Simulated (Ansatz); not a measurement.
# ZrO2 (cubic fluorite): levels of theory, part 2 of 2

The task, for ZrO2 (cubic fluorite): compare levels of theory.

Ansatz 0.2.0; DFT PBE, scalar-relativistic, plane waves, PAW, and further levels as typed in the inputs.

## 10. Single point

Contents of input.yaml:

```yaml
crystal:
  lattice:
    - [0.0, 2.635, 2.635]
    - [2.635, 0.0, 2.635]
    - [2.635, 2.635, 0.0]
  atoms:
    - { symbol: Zr, position: [0.0, 0.0, 0.0] }
    - { symbol: O, position: [0.25, 0.25, 0.25] }
    - { symbol: O, position: [0.75, 0.75, 0.75] }
scf:
  occupations: { method: fixed }
output:
  stress: true
hamiltonian:
  xc: hse06
basis:
  ecutwfc: 560
kpoints:
  mp_grid: { grid: [4, 4, 4] }
```

On the command line:

```bash
> ansatz run input.yaml --threads 4 --pin off --max-ram 8192MiB --backend cpu --events-out ev --progress --plain --runs-dir out
```

Log, cut to the lines that bear on the results:

```text
Warning: output.stress: scf.convergence.dr2_threshold = 1e-7 eV (the SCF's general default) is looser than the 3e-10 eV advised for a printed stress (1e-10 eV for each atom of the cell: 3). What an SCF threshold leaves in a stress goes as its square root, and in the free energy as the [...]
Warning: output.stress: scf.exx.energy_threshold = 1e-6 eV is looser than the 3e-8 eV advised for a stress under a hybrid functional (1e-8 eV for each atom of the cell: 3). Every SCF of the exchange loop can meet its threshold on dr2 while the loop round them stops early: no threshold on [...]
Warning: RAYON_NUM_THREADS=4 ignored (pool sized by the plan → 4); use --threads N
[...]
Pseudopotentials: kind: paw
Pseudopotential: Zr, paw, valence charge 12, recommended cutoff 420 eV (normal), Zr.paw.azcp
Pseudopotential: O, paw, valence charge 6, recommended cutoff 420 eV (normal), O.paw.azcp
Functional definition: HSE06
[...]
davidson cushion auto → on  (no smearing: the cushion is to keep the highest requested band from converging to the state above it; pin scf.eigensolver.cushion to override)
Crystal: 3 atoms, lattice volume = 36.591 Å³
Basis set: ecut = 560 eV, 1067 PW (Γ)
[...]
Frozen-core exchange: fock
[...]
SCF iter   4: F=-5325.688058 eV  HF=-5325.688058 eV  |F-HF|=6.88e-9  |Δ(HF+E_count)|=   9.80e-8  Δρ=6.43e-6  dr2=8.67e-9  ethr=2.49e-10  ⟨swp⟩=4.0  Hψ=390  notcnv=0
[...]
hybrid outer 2: dexx = +7.965e-7 eV, tail = 2.41e-8 eV, Δε = 3.23e-3 eV (about 1.04e-4 eV left of the loop's levels)
hybrid SCF converged: 2 outer / 10 inner (+3 warm-up), last move |dexx| = 7.96e-7 eV, tail = 2.41e-8 eV
Stability not checked: this state was not tested for a lower state beside it, because the functional holds exact exchange (a hybrid, or Hartree-Fock), whose exchange loop this test does not read (fock_operator; see scf.lower_state_search)
Free energy (F): -5325.688059 eV
Frozen-core exchange: fock
[...]
E sigma→0 (E₀):  -5325.688059 eV
Fermi energy:    9.569950 eV
[...]
--- Stress (GPa, compression-positive) ---
      -23.991925       0.000000       0.000000
       -0.000000     -23.991925      -0.000000
        0.000000       0.000000     -23.991925
  P = ⅓ Tr σ = -23.9919 GPa (-239.919 kbar)
--- Band table (eV; the first three rows and the last of 8) ---
  k-point 0: bands = ["-41.9531", "-18.3232", "-18.3232", "-18.3232", "-9.8300", "-7.5093", "4.5210", "4.5210", "4.5210", "9.0159", "9.0159", "9.0159", "14.1935", "14.1935"]
[...]
  guard bands above this table: 2 of the run's 16 bands. The solve was not asked for them (output.publish_guard_bands: true or output.eigenvalues: true publishes all)
```

It took 5.6 s on 4 threads of Arm Neoverse V1, shared host; peak memory 0.71 GiB.

## 11. Single point

input.yaml: that of step 10 with these lines changed.

```diff
@@ -2,5 +2,5 @@
   lattice:
-    - [0.0, 2.635, 2.635]
-    - [2.635, 0.0, 2.635]
-    - [2.635, 2.635, 0.0]
+    - [0.0, 2.67, 2.67]
+    - [2.67, 0.0, 2.67]
+    - [2.67, 2.67, 0.0]
   atoms:
@@ -13,2 +13,6 @@
   stress: true
+  write_density: true
+  write_potential: true
+  elf: true
+  volumetric_format: npy
 hamiltonian:
```

On the command line:

```bash
> ansatz run input.yaml --threads 4 --pin off --max-ram 8192MiB --backend cpu --events-out ev --progress --plain --runs-dir out
```

Log:

```text
Warning: output.stress: scf.convergence.dr2_threshold = 1e-7 eV (the SCF's general default) is looser than the 3e-10 eV advised for a printed stress (1e-10 eV for each atom of the cell: 3). What an SCF threshold leaves in a stress goes as its square root, and in the free energy as the threshold itself, and one threshold admits the most on a small cell: of the crystals measured, under no hybrid functional and no lock of the moments, on runs that ended without the residual-converged pass, on stresses that held no estimate of that error, the worst erred by over 100 MPa in a component at 1e-7 eV an atom and by under 5 at 1e-10. Set scf.convergence.dr2_threshold to 3e-10 eV or tighter. The threshold is an SCF's pass mark: one that does not reach it within its budget of iterations ends unconverged, or closes short of it on a stop that the run arms, and scf.convergence.dr2_threshold's page says what that costs each kind of run
Warning: output.stress: scf.exx.energy_threshold = 1e-6 eV is looser than the 3e-8 eV advised for a stress under a hybrid functional (1e-8 eV for each atom of the cell: 3). Every SCF of the exchange loop can meet its threshold on dr2 while the loop round them stops early: no threshold on dr2 bounds what that leaves in the stress. Set scf.exx.energy_threshold to 3e-8 eV or tighter. The threshold is the loop's pass mark: a loop that does not reach it within its budget of cycles ends unconverged, and scf.exx.energy_threshold's page has the law
Warning: RAYON_NUM_THREADS=4 ignored (pool sized by the plan → 4); use --threads N
Engine: ansatz 0.2.0, aarch64-unknown-linux-gnu
[... 4 set-up lines as earlier in the session ...]
  parameter a = 0.25
  parameter omega = 0.11/bohr
  exchange = pbe_x - a*pbe_x_sr(omega) + a*exact_x_sr(omega)
  correlation = pbe_c
davidson cushion auto → on  (no smearing: the cushion is to keep the highest requested band from converging to the state above it; pin scf.eigensolver.cushion to override)
Crystal: 3 atoms, lattice volume = 38.068 Å³
Basis set: ecut = 560 eV, 1139 PW (Γ)
Bands: 16, of which v1, the nominal top of the filled ones, is band 12 counted from 1 (11 counted from 0)
[... 1 set-up line as earlier in the session ...]
Space group: Fm-3m (ITA 225), of the structure as read, at distance tolerance 3.4e-5 Å
k-points: 8 of 64
Non-local potential: Zr, projectors of the file, l = 0: 3, l = 1: 2, l = 2: 2, l = 3: 2
Non-local potential: O, projectors of the file, l = 0: 2, l = 1: 2, l = 2: 1
PAW form: soft (Blöchl's): semilocal exchange-correlation on the pseudo side does not see the compensation charge
PAW frozen core: Zr, regenerated for the run's functional, and the local potential with it (the file was generated under x = pbe(κ = 0.804, μ = 0.2195149727645171), c = pbe(β = 0.06672455060314922))
PAW frozen core: O, regenerated for the run's functional, and the local potential with it (the file was generated under x = pbe(κ = 0.804, μ = 0.2195149727645171), c = pbe(β = 0.06672455060314922))
PAW one-centre angular grid: Zr, 590 points (default); XC on 64 Gauss nodes
PAW one-centre angular grid: O, 110 points (default); XC on 96 Gauss nodes
Initial density: superposition of atomic densities (neutral atoms: chi_scale 0, normalization atom), corrected by the library's trained network
Initial wavefunctions: pseudopotential atomic-orbital guess
Functional: x = pbe(κ = 0.804, μ = 0.2195149727645171), c = pbe(β = 0.06672455060314922), warm-up for x = pbe(κ = 0.804, μ = 0.2195149727645171) + 0.25 (exact − pbe) at short range (hse, ω = 0.20786987370883472 Å⁻¹), c = pbe(β = 0.06672455060314922); HSE06 as pw.x's `hse` composes it (authors' and Libxc's form: `xc: wpbeh`)
SCF iter   1: F=—  HF=-5323.462806 eV  |F-HF|=—  |Δ(HF+E_count)|=         —  Δρ=3.39e-3  dr2=3.64e-3  ethr=1.77e-3  ⟨swp⟩=5.6  Hψ=571  notcnv=0
preconditioner: auto → none  [insulator: Δε(μ)=2.992 eV  Ē_g=16.280 eV  n_scr=14 (ndim 8)  ℏωp=28.2 eV  f_vac=0.040]
SCF iter   2: F=—  HF=-5323.464345 eV  |F-HF|=—  |Δ(HF+E_count)|=   1.54e-3  Δρ=3.60e-3  dr2=4.62e-3  ethr=1.52e-5  ⟨swp⟩=4.1  Hψ=453  notcnv=0  defer=1
iter 3 solved again at ethr=1.74e-7 eV; its pass at ethr=1.52e-5 eV (dr2=4.16e-5 eV) is discarded
SCF iter   3: F=-5323.463314 eV  HF=-5323.463320 eV  |F-HF|=6.11e-6  |Δ(HF+E_count)|=   1.02e-3  Δρ=5.68e-4  dr2=4.08e-5  ethr=1.74e-7  ⟨swp⟩=3.8  Hψ=688  notcnv=0
SCF 1 stopped early in 3 iterations: F = -5323.463314 eV  dr2 = 4.08e-5
Initial density: handed on by an earlier stage of this run
Initial wavefunctions: those handed on with the density
Functional: x = pbe(κ = 0.804, μ = 0.2195149727645171) + 0.25 (exact − pbe) at short range (hse, ω = 0.20786987370883472 Å⁻¹), c = pbe(β = 0.06672455060314922); HSE06 as pw.x's `hse` composes it (authors' and Libxc's form: `xc: wpbeh`)
Exchange kernel: α = 0.2500, screened, ω = 0.2079 Å⁻¹, Wigner–Seitz truncation, v(0) = 1017.4432 eV·Å³, q-mesh 4×4×4, nearest image of the exchange supercell L = 15.10 Å, pair-density grid 18×18×18, without the augmentation charges, whose exchange is taken in its separable form by FFT convolution over the k-point mesh (sized by the pseudopotential files, 24×24×24 at the most), smooth part of the exact exchange by density-matrix convolution
Frozen-core exchange: fock
SCF iter   1: F=—  HF=-5325.477803 eV  |F-HF|=—  |Δ(HF+E_count)|=         —  Δρ=1.56e-2  dr2=1.62e-1  ethr=1.70e-6  ⟨swp⟩=7.0  Hψ=667  notcnv=0
preconditioner: auto → none  [insulator: Δε(μ)=4.912 eV  Ē_g=18.868 eV  n_scr=14 (ndim 8)  ℏωp=28.2 eV  f_vac=0.038]
SCF iter   2: F=—  HF=-5325.439035 eV  |F-HF|=—  |Δ(HF+E_count)|=   3.88e-2  Δρ=1.41e-2  dr2=6.11e-2  ethr=1.70e-6  ⟨swp⟩=6.0  Hψ=629  notcnv=0
SCF iter   3: F=—  HF=-5325.426011 eV  |F-HF|=—  |Δ(HF+E_count)|=   1.30e-2  Δρ=3.06e-3  dr2=4.34e-3  ethr=1.70e-6  ⟨swp⟩=5.0  Hψ=526  notcnv=0
SCF iter   4: F=—  HF=-5325.440457 eV  |F-HF|=—  |Δ(HF+E_count)|=   1.44e-2  Δρ=2.12e-3  dr2=2.42e-3  ethr=1.70e-6  ⟨swp⟩=4.0  Hψ=450  notcnv=0
SCF iter   5: F=—  HF=-5325.439704 eV  |F-HF|=—  |Δ(HF+E_count)|=   7.53e-4  Δρ=4.07e-4  dr2=5.02e-5  ethr=1.70e-6  ⟨swp⟩=3.0  Hψ=370  notcnv=0
SCF iter   6: F=-5325.439885 eV  HF=-5325.439895 eV  |F-HF|=9.63e-6  |Δ(HF+E_count)|=   1.91e-4  Δρ=1.86e-4  dr2=1.39e-5  ethr=1.49e-7  ⟨swp⟩=3.0  Hψ=400  notcnv=0
SCF 2 stopped early in 6 iterations: F = -5325.439885 eV  dr2 = 1.39e-5
hybrid outer 1: dexx = +1.761e-2 eV, tail = 4.14e-5 eV
Exchange kernel: α = 0.2500, screened, ω = 0.2079 Å⁻¹, Wigner–Seitz truncation, v(0) = 1017.4432 eV·Å³, q-mesh 4×4×4, nearest image of the exchange supercell L = 15.10 Å, pair-density grid 18×18×18, without the augmentation charges, whose exchange is taken in its separable form by FFT convolution over the k-point mesh (sized by the pseudopotential files, 24×24×24 at the most), smooth part of the exact exchange by density-matrix convolution
Frozen-core exchange: fock
SCF iter   1: F=—  HF=-5325.439805 eV  |F-HF|=—  |Δ(HF+E_count)|=         —  Δρ=4.39e-5  dr2=6.22e-7  ethr=8.63e-7  ⟨swp⟩=2.0  Hψ=288  notcnv=0
preconditioner: auto → none  [insulator: Δε(μ)=4.483 eV  Ē_g=18.674 eV  n_scr=14 (ndim 8)  ℏωp=28.2 eV  f_vac=0.040]
SCF iter   2: F=—  HF=-5325.439805 eV  |F-HF|=—  |Δ(HF+E_count)|=   3.50e-7  Δρ=2.51e-5  dr2=1.50e-7  ethr=1.83e-9  ⟨swp⟩=4.0  Hψ=461  notcnv=0
SCF iter   3: F=—  HF=-5325.439806 eV  |F-HF|=—  |Δ(HF+E_count)|=   7.41e-7  Δρ=3.56e-5  dr2=3.28e-7  ethr=2.58e-10  ⟨swp⟩=4.0  Hψ=471  notcnv=0
SCF iter   4: F=-5325.439806 eV  HF=-5325.439806 eV  |F-HF|=5.57e-9  |Δ(HF+E_count)|=   9.88e-8  Δρ=5.66e-6  dr2=7.25e-9  ethr=2.58e-10  ⟨swp⟩=4.0  Hψ=394  notcnv=0
SCF 3 converged in 4 iterations: F = -5325.439806 eV  dr2 = 7.25e-9
  Residual-converged pass: ⟨swp⟩=3.0  Hψ=299  notcnv=0  max |occ|·‖R‖ = 2.4e-6 eV (tolerance 2.4e-6 eV)  dr2=7.17e-9  dr2_onsite=1.13e-9  max |Δocc| = 0.0e0
hybrid outer 2: dexx = +7.726e-7 eV, tail = 2.06e-8 eV, Δε = 3.11e-3 eV (about 9.37e-5 eV left of the loop's levels)
hybrid SCF converged: 2 outer / 10 inner (+3 warm-up), last move |dexx| = 7.73e-7 eV, tail = 2.06e-8 eV
Stability not checked: this state was not tested for a lower state beside it, because the functional holds exact exchange (a hybrid, or Hartree-Fock), whose exchange loop this test does not read (fock_operator; see scf.lower_state_search)
Free energy (F): -5325.439806 eV
Frozen-core exchange: fock
Harris-Foulkes:  -5325.439806 eV  (|F-HF|=5.57e-9)
Internal energy: -5325.439806 eV  (E = F + TS)
E sigma→0 (E₀):  -5325.439806 eV
Fermi energy:    9.007506 eV
--- Per-component energies (eV) ---
  E_band       = -160.083524
  E_kinetic    = 676.560704
  E_local      = -1245.056062  (includes V_loc(G=0)·N_el)
  E_nonlocal   = 167.023149
  E_hartree    = 407.141381
  E_xc         = -247.682265
  E_vxc        = -301.177562  (∫ρ·V_xc dr)
  E_exx        = -69.821965  (= α·E_x^exact, valence–valence)
  E_paw        = -3260.731761  (= ΣΔE_a)
  E_vpaw       = -132.075250  (= ΣTr[D̂ρ^β])
  E_aug_tail   = 0.001222  (compensation charges beyond the density's cutoff)
  E_ewald      = -1752.426790
  E_core_change = -0.447419  (= ΣΔE_core)
  E_smearing   = -0.000000  (= −TS)
  E_closure    = 0.000001  (closes the sum)
  Σ components = -5325.439806   (vs F -5325.439806, Δ=9.09e-13)
--- Stress (GPa, compression-positive) ---
      -29.609475       0.000000       0.000000
       -0.000000     -29.609475       0.000000
       -0.000000      -0.000000     -29.609475
  P = ⅓ Tr σ = -29.6095 GPa (-296.095 kbar)
--- Band table (eV; the first three rows and the last of 8) ---
  k-point 0: bands = ["-42.7443", "-19.1032", "-19.1032", "-19.1032", "-10.2091", "-8.0328", "4.1713", "4.1713", "4.1713", "8.4663", "8.4663", "8.4663", "13.4894", "13.4894"]
  k-point 1: bands = ["-42.7324", "-19.3211", "-19.1266", "-19.1266", "-9.6781", "-8.3906", "4.6533", "4.6533", "5.3704", "7.3309", "7.7886", "7.7886", "14.0192", "14.0192"]
  k-point 2: bands = ["-42.7205", "-19.5228", "-19.1500", "-19.1500", "-9.3225", "-8.5058", "5.1656", "5.1656", "6.4453", "6.5515", "7.3278", "7.3278", "14.0056", "14.0056"]
  k-point 7: bands = ["-42.7126", "-19.3895", "-19.3895", "-19.2184", "-8.7969", "-8.7969", "4.4984", "4.5439", "6.6724", "6.6724", "7.7233", "8.8297", "14.3676", "14.5173"]
  guard bands above this table: 2 of the run's 16 bands. The solve was not asked for them (output.publish_guard_bands: true or output.eigenvalues: true publishes all)
```

Wall time 5.8 s (4 threads of Arm Neoverse V1, shared host); peak memory 0.75 GiB.

The maps below are laid out on this run's own conventional cell (a, b, c = 5.340, 5.340, 5.340 Å).

Density in a lattice plane of the grid's cell (edges 5.34 and 5.34 Å, at 0.250 of the third edge), which holds O.

Ten even steps from '0' (0.09 e/Å³) to '9' (6.96 e/Å³):
```
000000000000000000000000
000000100000000000100000
000012321000000012321000
000136763100000136763100
000148984100000148984100
000136763100000136763100
000012321000000012321000
000000100000000000100000
000000000000000000000000
000000000000000000000000
000000000000000000000000
000000100000000000100000
000012321000000012321000
000136763100000136763100
000148984100000148984100
000136763100000136763100
000012321000000012321000
000000100000000000100000
000000000000000000000000
000000000000000000000000
```
Columns run along the first of these edges and rows up along the second, over one cell in 24 and 20 even steps from the bottom left corner. Atoms in the plane (fractional): O at (0.25, 0.25), O at (0.75, 0.75), O at (0.25, 0.75), O at (0.75, 0.25).

ELF in the same plane.

Ten even steps from ' ' (0.02) to '@' (0.82):
```
      ..::------::..          ..::------::..    
    ::++##%%%%%%##++::      ::++##%%%%%%##++::  
  ..++%%@@@@@@@@@@%%++..  ..++%%@@@@@@@@@@%%++..
  ::##@@@@%%##%%@@@@##::  ::##@@@@%%##%%@@@@##::
  ::##@@@@**==**@@@@##::  ::##@@@@**==**@@@@##::
  ::##@@@@%%##%%@@@@##::  ::##@@@@%%##%%@@@@##::
  ..++%%@@@@@@@@@@%%++..  ..++%%@@@@@@@@@@%%++..
    ::++##%%%%%%##++::      ::++##%%%%%%##++::  
      ..::------::..          ..::------::..    
                                                
      ..::------::..          ..::------::..    
    ::++##%%%%%%##++::      ::++##%%%%%%##++::  
  ..++%%@@@@@@@@@@%%++..  ..++%%@@@@@@@@@@%%++..
  ::##@@@@%%##%%@@@@##::  ::##@@@@%%##%%@@@@##::
  ::##@@@@**==**@@@@##::  ::##@@@@**==**@@@@##::
  ::##@@@@%%##%%@@@@##::  ::##@@@@%%##%%@@@@##::
  ..++%%@@@@@@@@@@%%++..  ..++%%@@@@@@@@@@%%++..
    ::++##%%%%%%##++::      ::++##%%%%%%##++::  
      ..::------::..          ..::------::..    
                                                
```
Columns run along the first of these edges and rows up along the second, over one cell in 24 and 20 even steps from the bottom left corner. Atoms in the plane (fractional): O at (0.25, 0.25), O at (0.75, 0.75), O at (0.25, 0.75), O at (0.75, 0.25).

Both are smooth fields of the valence electrons: close to the nuclei they are not physical.

The highest ELF values outside the cores: 0.84 in the shell around O, 0.7 Å from O.

## 12. The runs side by side

This closing draws on all 2 parts.

| step | level | k mesh | volume (Å³/atom) | pressure (GPa) | energy above the lowest (meV/atom) | gap on the mesh (eV) | time |
| --- | --- | --- | --- | --- | --- | --- | --- |
| 2 | PBE | 6×6×6 | 11.05 | 2.2 | 0.0 | 3.34 | 1 s |
| 3 | PBE | 6×6×6 | 11.72 | -10.4 | 18.3 | n/a | 0.38 s |
| 4 | PBE | 6×6×6 | 12.20 | -17.4 | 60.3 | n/a | 0.38 s |
| 5 | PBE | 6×6×6 | 12.69 | -23.1 | 122.9 | 2.95 | 0.5 s |
| 6 | LDA | 6×6×6 | 12.20 | -28.5 | n/a | n/a | 0.4 s |
| 7 | PBEsol | 6×6×6 | 12.20 | -23.6 | n/a | n/a | 0.42 s |
| 8 | r2SCAN | 6×6×6 | 12.20 | -21.6 | n/a | 3.55 | 1 s |
| 9 | HSE06 | 4×4×4 | 11.05 | -4.5 | 0.0 | 4.96 | 5.4 s |
| 10 | HSE06 | 4×4×4 | 12.20 | -24.0 | 108.0 | 4.62 | 5.6 s |
| 11 | HSE06 | 4×4×4 | 12.69 | -29.6 | 190.7 | 4.48 | 5.8 s |

Energies compare only among runs of one formula, size, charge, level and basis; each such set counts from its lowest member.

**Reading.** The rows set the runs side by side; convergence of the settings was not tested in this session.
